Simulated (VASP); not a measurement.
# AlAs (F-43m) in VASP: notebook

Aim: see how the results for AlAs move with the level of theory and the settings. Levels: PBE+D3(BJ), PBEsol, RPBE. Tasks: relaxation of cell and atoms, single point.

All numbers are computed with VASP 6.6.1; they aren't measurements. Logs are shortened: lines on timing, memory, paths and dates and some standing lists are left out, and cuts for length are marked.

## (1) The crystal as given

The structure is cubic, space group F-43m (No. 216). The conventional cell has a = 5.676 Å, b = 5.676 Å, c = 5.676 Å, α = 90.00°, β = 90.00°, γ = 90.00°. Around Al (site symmetry -43m) lie 4 As at 2.46 Å. Around As (site symmetry -43m) lie 4 Al at 2.46 Å.

The cell is a database's computed one.

## (2) Relaxation of cell and atoms, PBE+D3(BJ)

INCAR reads:

```
PREC = Accurate
ENCUT = 600
EDIFF = 1E-7
ISMEAR = 0
SIGMA = 0.02
LREAL = F
LASPH = T
NELM = 100
ALGO = Normal
ISIF = 3
LWAVE = F
LCHARG = F
GGA = PE
IVDW = 12
IBRION = 2
NSW = 90
EDIFFG = -0.005
```

KPOINTS reads:

```
regular mesh
0
Gamma
  8 8 8
```

POSCAR reads:

```
AlAs
1.0
    0.0000000000      2.8379008000      2.8379008000
    2.8379008000      0.0000000000      2.8379008000
    2.8379008000      2.8379008000      0.0000000000
Al As
1 1
Direct
    0.0000000000      0.0000000000      0.0000000000
    0.2500000000      0.2500000000      0.2500000000
```

Potentials or basis: VASP PAW PBE potentials, release 64 (Al, As).

The run is started by

```
$ cat potpaw_PBE.64/Al/POTCAR potpaw_PBE.64/As/POTCAR > POTCAR
$ mpirun -np 1 vasp_std > vasp.out
```

OUTCAR:

```text
PREC = Accurate
   ENCUT = 600
   EDIFF = 1E-7
   ISMEAR = 0
   LREAL = F
   LASPH = T
   NELM = 100
   ISIF = 3
   GGA = PE
   IVDW = 12
   IBRION = 2
   NSW = 90
   EDIFFG = -0.005
 IVDW          = 12

 ion  position               nearest neighbor table
   1  0.000  0.000  0.000-   2 2.46   2 2.46   2 2.46   2 2.46
   2  0.250  0.250  0.250-   1 2.46   1 2.46   1 2.46   1 2.46

  LATTYP: Found a face centered cubic cell.
 ALAT       =     5.6758016000

  Lattice vectors:

 A1 = (   0.0000000000,   2.8379008000,   2.8379008000)
 A2 = (   2.8379008000,   0.0000000000,   2.8379008000)
 A3 = (   2.8379008000,   2.8379008000,   0.0000000000)

Analysis of symmetry for initial positions (statically):
=====================================================================
 Subroutine PRICEL returns:
 Original cell was already a primitive cell.

 Routine SETGRP: Setting up the symmetry group for a
 face centered cubic supercell.

 Subroutine GETGRP returns: Found 24 space group operations
 (whereof 24 operations were pure point group operations)
 out of a pool of 48 trial point group operations.

The static configuration has the point symmetry T_d .

Analysis of symmetry for dynamics (positions and initial velocities):
=====================================================================
 Subroutine PRICEL returns:
 Original cell was already a primitive cell.

 Routine SETGRP: Setting up the symmetry group for a
 face centered cubic supercell.

 Subroutine GETGRP returns: Found 24 space group operations
 (whereof 24 operations were pure point group operations)
 out of a pool of 48 trial point group operations.

The dynamic configuration has the point symmetry T_d .

 Subroutine INISYM returns: Found 24 space group operations
 (whereof 24 operations are pure point group operations),
 and found     1 'primitive' translations

----------------------------------------------------------------------------------------

                                     Primitive cell

  volume of cell :      45.7111

  direct lattice vectors                    reciprocal lattice vectors
     0.000000000  2.837900800  2.837900800    -0.176186567  0.176186567  0.176186567
     2.837900800  0.000000000  2.837900800     0.176186567 -0.176186567  0.176186567
     2.837900800  2.837900800  0.000000000     0.176186567  0.176186567 -0.176186567

  length of vectors
     4.013397800  4.013397800  4.013397800     0.305164086  0.305164086  0.305164086

  position of ions in fractional coordinates (direct lattice)
     0.000000000  0.000000000  0.000000000
     0.250000000  0.250000000  0.250000000

  ion indices of the primitive-cell ions
   primitive index   ion index
                 1           1
                 2           2

----------------------------------------------------------------------------------------

 KPOINTS: regular mesh

Automatic generation of k-mesh.
 Grid dimensions read from file:
 generate k-points for:    8    8    8

 Generating k-lattice:

  Cartesian coordinates                     Fractional coordinates (reciprocal lattice)
    -0.022023321  0.022023321  0.022023321     0.125000000  0.000000000  0.000000000
     0.022023321 -0.022023321  0.022023321     0.000000000  0.125000000  0.000000000
     0.022023321  0.022023321 -0.022023321     0.000000000  0.000000000  0.125000000

  Length of vectors
     0.038145511  0.038145511  0.038145511

  Shift w.r.t. Gamma in fractional coordinates (k-lattice)
     0.000000000  0.000000000  0.000000000

 Subroutine IBZKPT returns following result:
 ===========================================

 Found     29 irreducible k-points:

 Following reciprocal coordinates:
            Coordinates               Weight
  0.000000  0.000000  0.000000      1.000000
  0.125000  0.000000  0.000000      8.000000
  0.250000  0.000000  0.000000      8.000000
  0.375000  0.000000  0.000000      8.000000
  0.500000  0.000000  0.000000      4.000000
  0.125000  0.125000  0.000000      6.000000
[... 16 lines left out ...]
  0.500000  0.250000  0.125000     48.000000
 -0.375000  0.250000  0.125000     24.000000
 [... further k-points ...]
   k-points           NKPTS =     29   k-points in BZ     NKDIM =     29   number of bands    NBANDS=      8
   number of dos      NEDOS =    301   number of ions     NIONS =      2
   total plane-waves  NPLWV =  32768
   dimension x,y,z NGX =    32 NGY =   32 NGZ =   32
   dimension x,y,z NGXF=    64 NGYF=   64 NGZF=   64
   ions per type =               1   1
   NGX,Y,Z   is equivalent  to a cutoff of  13.26, 13.26, 13.26 a.u.
   NGXF,Y,Z  is equivalent  to a cutoff of  26.51, 26.51, 26.51 a.u.
 SYSTEM =  unknown system
   PREC   = accura    normal or accurate (medium, high low for compatibility)
   ISTART =      0    job   : 0-new  1-cont  2-samecut
   ICHARG =      2    charge: 1-file 2-atom 10-const
   ISPIN  =      1    spin polarized calculation?
   LNONCOLLINEAR =      F non collinear calculations
   LSORBIT =      F    spin-orbit coupling
   LASPH  =      T    aspherical Exc in radial PAW
   ENCUT  =  600.0 eV  44.10 Ry    6.64 a.u.   8.02  8.02  8.02*2*pi/ulx,y,z
   NELM   =    100;   NELMIN=  2; NELMDL= -5     # of ELM steps
   EDIFF  = 0.1E-06   stopping-criterion for ELM
   LREAL  =      F    real-space projection
   EDIFFG = -.5E-02   stopping-criterion for IOM
   NSW    =     90    number of steps for IOM
   IBRION =      2    ionic relax: 0-MD 1-quasi-New 2-CG
   NFREE  =      1    steps in history (QN), initial steepest desc. (CG)
   ISIF   =      3    stress and relaxation
   ISYM   =      2    0-nonsym 1-usesym 2-fastsym
   POTIM  = 0.5000    time-step for ionic-motion
   TEBEG  =    0.0;   TEEND  =   0.0 temperature during run
   PSTRESS=    0.0 pullay stress
   NELECT =       8.0000    total number of electrons
   NUPDOWN=      -1.0000    fix difference up-down
   EMIN   =  10.00;   EMAX   =-10.00  energy-range for DOS
   EFERMI =   0.00;   METHOD = LEGACY
   ISMEAR =     0;   SIGMA  =   0.02  broadening in eV -4-tet -1-fermi 0-gaus
   EFERMI_NEDOS =   21; number of points for ismear=-14 and -15
   IALGO  =     38    algorithm
   IMIX   =      4    mixing-type and parameters
     AMIX     =   0.40;   BMIX     =  1.00
     AMIX_MAG =   1.60;   BMIX_MAG =  1.00
  volume/ion in A,a.u.               =      22.86       154.24
  Fermi-wavevector in a.u.,A,eV,Ry     =   0.915723  1.730466 11.409155  0.838549
  Thomas-Fermi vector in A             =   2.040497
   LORBIT       =      0    0 simple, 1 ext, 2 COOP (PROOUT), +10 PAW based schemes
   GGA     = PE    functional components
   LHFCALC =     F    Hartree Fock is set to
   AEXX    =    0.0000 exact exchange contribution
   IVDW    =    12    specifies the selected vdW correction
   LEPSILON=     F    determine dielectric tensor
   LRPA    =     F    only Hartree local field effects (RPA)
 conjugate gradient relaxation of ions
 non-spin polarized calculation
 Gauss-broadening in eV      SIGMA  =   0.02
  energy-cutoff  :      600.00
  volume of cell :       45.71
 maximum number of plane-waves:      1540
   NGX = 17   NGY = 17   NGZ = 17

--------------------------------------- Ionic step        1  -------------------------------------------

 number of electron       8.0000001 magnetization

 Free energy of the ion-electron system (eV)
  ---------------------------------------------------
  ext. energy  EPLUGINS =         0.00000000
  ---------------------------------------------------
  free energy    TOTEN  =        -9.37903296 eV

  energy without entropy =       -9.37903296  energy(sigma->0) =       -9.37903296

------------------------ aborting loop because EDIFF is reached ----------------------------------------

 Edisp (eV)   -0.62890

 E8    (eV) :    -0.2748

  FORCE on cell =-STRESS in cart. coord.  units (eV):
  Direction    XX          YY          ZZ          XY          YZ          ZX
  --------------------------------------------------------------------------------------
  -------------------------------------------------------------------------------------
  Total      -0.07035    -0.07035    -0.07035    -0.00000     0.00000    -0.00000
  in kB      -2.46571    -2.46571    -2.46571    -0.00000     0.00000    -0.00000
  external pressure =       -2.47 kB  Pullay stress =        0.00 kB
[... 61 lines left out ...]
  energy  without entropy=      -10.0080221937  energy(sigma->0) =      -10.00802219

--------------------------------------- Ionic step        3  -------------------------------------------

 number of electron       8.0000001 magnetization

 Free energy of the ion-electron system (eV)
  ---------------------------------------------------
  ext. energy  EPLUGINS =         0.00000000
  ---------------------------------------------------
  free energy    TOTEN  =        -9.37680732 eV

  energy without entropy =       -9.37680732  energy(sigma->0) =       -9.37680732

 E-fermi :   3.9847     XC(G=0):  -9.0240

 val. band max:        3.8511109348   @ k =   0.0000   0.0000   0.0000
 cond. band min:       5.2936660996   @ k =   0.5000   0.5000   0.0000
 fundamental gap:      1.4425551648
 Fermi energy:         3.9846610453

 k-point     1 :       0.0000    0.0000    0.0000
  band No.  band energies     occupation
      1      -7.9885      2.00000
      2       3.8511      2.00000
      3       3.8511      2.00000
      4       3.8511      2.00000
      5       5.8763      0.00000
      6       8.1305      0.00000
      7       8.1305      0.00000
      8       8.1305      0.00000
[... 243 lines left out ...]
 k-point    24 :      -0.3750    0.2500    0.1250
  band No.  band energies     occupation
      1      -6.3170      2.00000
      2      -1.3941      2.00000
      3       1.1720      2.00000
      4       2.3164      2.00000
      5       7.5103      0.00000
      6       8.0915      0.00000
      7      10.5138      0.00000
      8      11.4774      0.00000

 [... further k-points ...]

------------------------ aborting loop because EDIFF is reached ----------------------------------------

 Edisp (eV)   -0.63124

 E8    (eV) :    -0.2758

  FORCE on cell =-STRESS in cart. coord.  units (eV):
  Direction    XX          YY          ZZ          XY          YZ          ZX
  --------------------------------------------------------------------------------------
  -------------------------------------------------------------------------------------
  Total       0.00127     0.00127     0.00127     0.00000    -0.00000     0.00000
  in kB       0.04466     0.04466     0.04466     0.00000    -0.00000     0.00000
  external pressure =        0.04 kB  Pullay stress =        0.00 kB
[... 17 lines left out ...]
  FREE ENERGIE OF THE ION-ELECTRON SYSTEM (eV)
  ---------------------------------------------------
  free  energy   TOTEN  =       -10.0080514965 eV

  energy  without entropy=      -10.0080514965  energy(sigma->0) =      -10.00805150

 reached required accuracy - stopping structural energy minimisation
```

Run time: 17 s. Hardware: 1 thread of Intel Xeon Platinum 8559C (Emerald Rapids), shared host; peak memory 0.19 GiB.

Results:

```yaml
Free_energy: -10.0081 eV
Relaxed_volume: 22.78 Å³/atom
Relaxed_cell: a = 4.009 Å, b = 4.009 Å, c = 4.009 Å, α = 60.00°, β = 60.00°, γ = 60.00°
Space_group_after_relaxing_to_0.05_Å: F-43m (No. 216)
Energy_gained_by_relaxing: 0.1 meV/atom
Ionic_steps: 3
Pressure_after_relaxing: 0.0 GPa
Band_gap_on_the_k_mesh: 1.44 eV, indirect (least direct gap 2.03 eV)
Dispersion_energy_per_atom: -0.316 eV
```

Step by step:
```csv
step,energy change (eV),largest force (eV/Å),pressure (GPa),volume (Å³)
1,0.0000,0.0000,-0.25,45.71
2,-0.0001,0.0000,0.13,45.48
3,-0.0001,0.0000,0.00,45.55
```

Final structure:
```xyz
2
Lattice="0.0000 2.8347 2.8347 2.8347 0.0000 2.8347 2.8347 2.8347 0.0000" Properties=species:S:1:pos:R:3 pbc="T T T"
Al    0.0000    0.0000    0.0000
As    1.4173    1.4173    1.4173
```

## (3) Relaxation of cell and atoms, PBEsol

Edit INCAR of step 2 so:

```diff
@@ -1,3 +1,3 @@
 PREC = Accurate
-ENCUT = 600
+ENCUT = 300
 EDIFF = 1E-7
@@ -12,4 +12,3 @@
 LCHARG = F
-GGA = PE
-IVDW = 12
+GGA = PS
 IBRION = 2
```

KPOINTS is that of step 2.

POSCAR is that of step 2.

Potentials or basis: VASP PAW PBE potentials, release 64 (Al, As).

The run is started by

```
$ cat potpaw_PBE.64/Al/POTCAR potpaw_PBE.64/As/POTCAR > POTCAR
$ mpirun -np 1 vasp_std > vasp.out
```

OUTCAR:

```text
PREC = Accurate
   ENCUT = 300
   EDIFF = 1E-7
   ISMEAR = 0
   LREAL = F
   LASPH = T
   NELM = 100
   ISIF = 3
   GGA = PS
   IBRION = 2
   NSW = 90
   EDIFFG = -0.005

 ion  position               nearest neighbor table
   1  0.000  0.000  0.000-   2 2.46   2 2.46   2 2.46   2 2.46
   2  0.250  0.250  0.250-   1 2.46   1 2.46   1 2.46   1 2.46

  LATTYP: Found a face centered cubic cell.
 ALAT       =     5.6758016000

  Lattice vectors:

 A1 = (   0.0000000000,   2.8379008000,   2.8379008000)
 A2 = (   2.8379008000,   0.0000000000,   2.8379008000)
 A3 = (   2.8379008000,   2.8379008000,   0.0000000000)

Analysis of symmetry for initial positions (statically):
=====================================================================
 Subroutine PRICEL returns:
 Original cell was already a primitive cell.

 Routine SETGRP: Setting up the symmetry group for a
 face centered cubic supercell.

 Subroutine GETGRP returns: Found 24 space group operations
 (whereof 24 operations were pure point group operations)
 out of a pool of 48 trial point group operations.

The static configuration has the point symmetry T_d .

Analysis of symmetry for dynamics (positions and initial velocities):
=====================================================================
 Subroutine PRICEL returns:
 Original cell was already a primitive cell.

 Routine SETGRP: Setting up the symmetry group for a
 face centered cubic supercell.

 Subroutine GETGRP returns: Found 24 space group operations
 (whereof 24 operations were pure point group operations)
 out of a pool of 48 trial point group operations.

The dynamic configuration has the point symmetry T_d .

 Subroutine INISYM returns: Found 24 space group operations
 (whereof 24 operations are pure point group operations),
 and found     1 'primitive' translations

----------------------------------------------------------------------------------------

[... 129 lines left out ...]
   NGX = 11   NGY = 11   NGZ = 11

--------------------------------------- Ionic step        1  -------------------------------------------

 number of electron       8.0000001 magnetization

 Free energy of the ion-electron system (eV)
  ---------------------------------------------------
  ext. energy  EPLUGINS =         0.00000000
  ---------------------------------------------------
  free energy    TOTEN  =       -10.06038920 eV

  energy without entropy =      -10.06038920  energy(sigma->0) =      -10.06038920

------------------------ aborting loop because EDIFF is reached ----------------------------------------

  FORCE on cell =-STRESS in cart. coord.  units (eV):
  Direction    XX          YY          ZZ          XY          YZ          ZX
  --------------------------------------------------------------------------------------
  -------------------------------------------------------------------------------------
  Total        0.0581680      0.0581680      0.0581680     -0.0000000      0.0000000     -0.0000000
  in kB        2.0387931      2.0387931      2.0387931     -0.0000000      0.0000000     -0.0000000
  external PRESSURE =       2.0387931 kB  Pullay stress =       0.0000000 kB
[... 59 lines left out ...]
--------------------------------------- Ionic step        3  -------------------------------------------

 number of electron       8.0000001 magnetization

 Free energy of the ion-electron system (eV)
  ---------------------------------------------------
  ext. energy  EPLUGINS =         0.00000000
  ---------------------------------------------------
  free energy    TOTEN  =       -10.06046961 eV

  energy without entropy =      -10.06046961  energy(sigma->0) =      -10.06046961

 E-fermi :   3.8000     XC(G=0):  -9.1543

 val. band max:        3.7134942609   @ k =   0.0000   0.0000   0.0000
 cond. band min:       5.0506693389   @ k =   0.5000   0.5000   0.0000
 fundamental gap:      1.3371750779
 Fermi energy:         3.7999730755

 k-point     1 :       0.0000    0.0000    0.0000
  band No.  band energies     occupation
      1      -8.1149      2.00000
      2       3.7135      2.00000
      3       3.7135      2.00000
      4       3.7135      2.00000
      5       5.6089      0.00000
      6       7.9578      0.00000
      7       7.9578      0.00000
      8       7.9578      0.00000
[... 243 lines left out ...]
 k-point    24 :      -0.3750    0.2500    0.1250
  band No.  band energies     occupation
      1      -6.4537      2.00000
      2      -1.5302      2.00000
      3       1.0228      2.00000
      4       2.1760      2.00000
      5       7.3004      0.00000
      6       7.8660      0.00000
      7      10.3152      0.00000
      8      11.2470      0.00000

 [... further k-points ...]

------------------------ aborting loop because EDIFF is reached ----------------------------------------

  FORCE on cell =-STRESS in cart. coord.  units (eV):
  Direction    XX          YY          ZZ          XY          YZ          ZX
  --------------------------------------------------------------------------------------
  -------------------------------------------------------------------------------------
  Total        0.0008435      0.0008435      0.0008435      0.0000000     -0.0000000      0.0000000
  in kB        0.0294844      0.0294844      0.0294844      0.0000000     -0.0000000      0.0000000
  external PRESSURE =       0.0294844 kB  Pullay stress =       0.0000000 kB
[... 17 lines left out ...]
  FREE ENERGIE OF THE ION-ELECTRON SYSTEM (eV)
  ---------------------------------------------------
  free  energy   TOTEN  =       -10.0604696071 eV

  energy  without entropy=      -10.0604696071  energy(sigma->0) =      -10.06046961

 reached required accuracy - stopping structural energy minimisation
```

OSZICAR:

```text
N       E                     dE             d eps       ncg     rms          rms(c)
DAV:   1     0.497200542787E+01    0.49720E+01   -0.22566E+03   504   0.467E+02
DAV:   2    -0.100580243470E+02   -0.15030E+02   -0.14353E+02   672   0.694E+01
DAV:   3    -0.103250482046E+02   -0.26702E+00   -0.26702E+00   600   0.123E+01
[... 20 lines left out ...]
DAV:   1    -0.100604940539E+02   -0.45365E-04   -0.64258E-04   520   0.142E-01    0.242E-02
DAV:   2    -0.100604742251E+02    0.19829E-04   -0.42611E-05   560   0.348E-02    0.110E-02
DAV:   3    -0.100604697998E+02    0.44253E-05   -0.18117E-05   512   0.211E-02    0.424E-03
DAV:   4    -0.100604695964E+02    0.20344E-06   -0.65351E-07   504   0.485E-03    0.243E-03
DAV:   5    -0.100604696071E+02   -0.10772E-07   -0.73114E-08   240   0.161E-03
   3 F= -.10060470E+02 E0= -.10060470E+02  d E =-.804108E-04
```

It used 6.1 s of CPU time on 1 thread of Intel(R) Xeon(R) Platinum 8559C (Emerald Rapids), on a shared host, which was overloaded at the time.

Results:

- Free energy: -10.0605 eV
- Relaxed volume: 22.92 Å³/atom
- Relaxed cell: a = 4.017 Å, b = 4.017 Å, c = 4.017 Å, α = 60.00°, β = 60.00°, γ = 60.00°
- Space group after relaxing (to 0.05 Å): F-43m (No. 216)
- Energy gained by relaxing: 0.0 meV/atom
- Ionic steps: 3
- Pressure after relaxing: 0.0 GPa
- Band gap on the k mesh: 1.34 eV, indirect (least direct gap 1.90 eV)

Final structure:
```
Al As
1.0
     0.00000    2.84053    2.84053
     2.84053    0.00000    2.84053
     2.84053    2.84053    0.00000
Al As
1 1
Cartesian
  0.0000 0.0000 0.0000
  1.4203 1.4203 1.4203
```

Caveat: the PAW data sets were made with another functional, which shifts forces and pressure a little.

[end of part 1 of 2]
